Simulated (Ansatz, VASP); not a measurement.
KCl: VASP beside Ansatz

INCAR

```
SYSTEM = KCl
PREC = Accurate
ENCUT = 520
EDIFF = 1E-7
ISMEAR = 0
SIGMA = 0.05
LREAL = .FALSE.
LASPH = .TRUE.
NELM = 100
ALGO = Normal
ISIF = 2
LWAVE = .FALSE.
LCHARG = .FALSE.
GGA = PS
NBANDS = 15
```

File KPOINTS:

```
regular mesh
0
G
  6 6 6
  0 0 0
```

The input POSCAR:

```
KCl
1.0
    0.0000000000      3.1561000000      3.1561000000
    3.1561000000      0.0000000000      3.1561000000
    3.1561000000      3.1561000000      0.0000000000
K Cl
1 1
Direct
    0.0000000000      0.0000000000      0.0000000000
    0.5000000000      0.5000000000      0.5000000000
```

Input for Ansatz:

```yaml
crystal:
  lattice:
    - [0.0, 3.1561, 3.1561]
    - [3.1561, 0.0, 3.1561]
    - [3.1561, 3.1561, 0.0]
  atoms:
    - { symbol: K, position: [0.0, 0.0, 0.0] }
    - { symbol: Cl, position: [0.5, 0.5, 0.5] }
basis:
  ecutwfc: 420
kpoints:
  mp_grid: { grid: [6, 6, 6] }
hamiltonian:
  xc: pbesol
scf:
  occupations: { method: gaussian, width: 0.05 }
output:
  forces: true
  stress: true
  eigenvalues: true
```

Alike in both runs: task single point; functional PBEsol; k mesh 6 × 6 × 6; occupations gaussian, width 0.05 eV; no spin polarisation.

|  | VASP | Ansatz |
| --- | --- | --- |
| version | VASP 6.6.1 | Ansatz 0.2.0 |
| potentials or method | VASP PAW PBE potentials, release 64 (K_sv, Cl) | scalar-relativistic, plane waves, PAW |
| plane-wave cutoff (eV) | 520 | 420 |
| valence electrons in the cell | 16 | 16 |

```csv
,VASP,Ansatz,Ansatz less VASP
gap on the k mesh at the Fermi level (eV),4.99,5.00,+0.004
least direct gap on the mesh (eV),4.99,5.00,+0.004
pressure (GPa),-0.5,-0.6,-0.03
```

The functional is the same, so the differences come from potentials, cutoffs and numerics.

Caveats: the PAW data sets were made with another functional, which shifts forces and pressure a little (VASP).
